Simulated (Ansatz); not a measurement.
**What a change of settings does to a run on Re**

The cell is a database entry far from equilibrium at this level of theory, probably a faulty or high-pressure entry; it serves as a test geometry alone.

First run: DFT, PBE, PAW with Ansatz's default frozen-core files, scalar-relativistic (Ansatz 0.2.0).

Command: `ansatz run input.yaml --threads 1 --pin off --max-ram 2048MiB --backend cpu --events-out ev --progress --plain --runs-dir out` The run took 5 s on 1 thread of Arm Neoverse V1, with other jobs on the host, peak memory 0.38 GiB.

```yaml
crystal:
  lattice:
    - [2.6029010724, 0.0, 0.0]
    - [-1.3014505362, 2.2541784522, 0.0]
    - [0.0, 0.0, 4.162]
  atoms:
    - { symbol: Re, position: [0.3333333333, 0.6666666667, 0.25] }
    - { symbol: Re, position: [0.6666666667, 0.3333333333, 0.75] }
kpoints:
  mp_grid: { grid: [18, 18, 10] }
scf:
  occupations: { method: fermi_dirac, width: 0.05 }
hamiltonian:
  xc: pbe
  pseudopotentials: { kind: paw }
output:
  forces: true
  stress: true
  eigenvalues: true
  efg: { contact_densities: true }
basis:
  ecutwfc: 350
```

Result: converged; pressure 114.7 GPa; no gap on the k mesh; 6 SCF iterations.

No spin–orbit coupling, which matters for the heavy atoms here.

The input is then changed:

```diff
@@ -8,5 +8,5 @@
     - { symbol: Re, position: [0.6666666667, 0.3333333333, 0.75] }
 kpoints:
-  mp_grid: { grid: [18, 18, 10] }
+  mp_grid: { grid: [9, 9, 5] }
 scf:
   occupations: { method: fermi_dirac, width: 0.05 }
```

Task: Predict the outcome of the changed run.

Result: It converged; energy at zero smearing +1.2 meV/atom from the first run; pressure 114.9 GPa; no gap on the k mesh; 6 SCF iterations. Some of these settings are too coarse for converged properties.

The results part of its log:

```
SCF 1 converged in 6 iterations: F = -21734.491106 eV  dr2 = 1.70e-10
  greatest PAW one-centre occupation: 1.000 electrons in one spin orbital (limit 2), on the Re atom at site 1 (counted from 0), in its partial waves of l = 0
SCF converged after 6 iterations
Free energy (F): -21734.491106 eV
Harris-Foulkes:  -21734.491106 eV  (|F-HF|=2.55e-11)
Internal energy: -21734.480375 eV  (E = F + TS)
E sigma→0 (E₀):  -21734.485741 eV
Entropy (-TS):   -0.010731 eV (-5.366 meV/atom)
Fermi energy:    29.712621 eV
--- Per-component energies (eV) ---
  E_band       = 17.908460
  E_kinetic    = 1112.240498
  E_local      = -1204.807153  (includes V_loc(G=0)·N_el)
  E_nonlocal   = 96.850353
  E_hartree    = 462.045184
  E_xc         = -817.502180
  E_vxc        = -620.578137  (∫ρ·V_xc dr)
  E_paw        = -17319.931916  (= ΣΔE_a)
  E_vpaw       = -289.887073  (= ΣTr[D̂ρ^β])
  E_aug_tail   = -0.000188  (compensation charges beyond the density's cutoff)
  E_ewald      = -4063.374973
  E_smearing   = -0.010731  (= −TS)
  E_closure    = 0.000000  (closes the sum)
  Σ components = -21734.491106   (vs F -21734.491106, Δ=0.00e0)
--- Forces (eV/Å), atoms counted from 1 ---
  atom   1  Re     0.00000000     0.00000000     0.00000000
  atom   2  Re     0.00000000    -0.00000000     0.00000000
  max |Σ_I F_I| component: 9.25e-18 eV/Å
--- Stress (GPa, compression-positive) ---
      112.322140       0.000000       0.000000
        0.000000     112.322140       0.000000
        0.000000       0.000000     119.966098
  P = ⅓ Tr σ = 114.8701 GPa (1148.701 kbar)
--- PAW observables at the nuclei: V_zz in 10²¹ V/m², potentials from the cell's mean, atoms counted from 1 ---
  atom   1  Re V_zz =    -8.493441   η = 0.0000   by run symmetry: allowed
            electrostatic potential = -15152.134443 V   contact ρ = 9543613.636682 e/Å³
  atom   2  Re V_zz =    -8.493441   η = 0.0000   by run symmetry: allowed
            electrostatic potential = -15152.134443 V   contact ρ = 9543613.636682 e/Å³
--- Band table (eV; the first three rows and the last of 36) ---
  k-point 0: bands = ["-50.0588", "-49.7667", "-13.2613", "-11.3022", "-11.3022", "-10.9743", "-10.9743", "-10.9143", "18.6144", "21.5752", "27.4682", "27.4682", "27.6625", "28.6294", "28.6294", "29.6817", "29.6817", "31.0632", "33.8837"]
  k-point 1: bands = ["-50.0313", "-49.7950", "-13.0575", "-11.2714", "-11.2714", "-11.1627", "-11.0061", "-11.0061", "19.2173", "21.7043", "27.2233", "27.2233", "27.3071", "28.2381", "28.2381", "29.6300", "30.5202", "30.5202", "33.9986"]
  k-point 2: bands = ["-49.9591", "-49.8689", "-12.5064", "-11.7850", "-11.1902", "-11.1902", "-11.0889", "-11.0889", "20.6627", "21.7091", "26.7451", "27.1419", "27.1419", "27.3915", "27.5462", "27.5462", "32.1647", "32.1647", "33.5774"]
  k-point 35: bands = ["-49.7283", "-49.7283", "-12.7545", "-12.7545", "-12.3939", "-12.1647", "-11.3546", "-11.3546", "23.9680", "23.9680", "24.3699", "25.3799", "27.2187", "27.2187", "29.4012", "30.2450", "33.8702", "33.8702", "40.5582"]
```
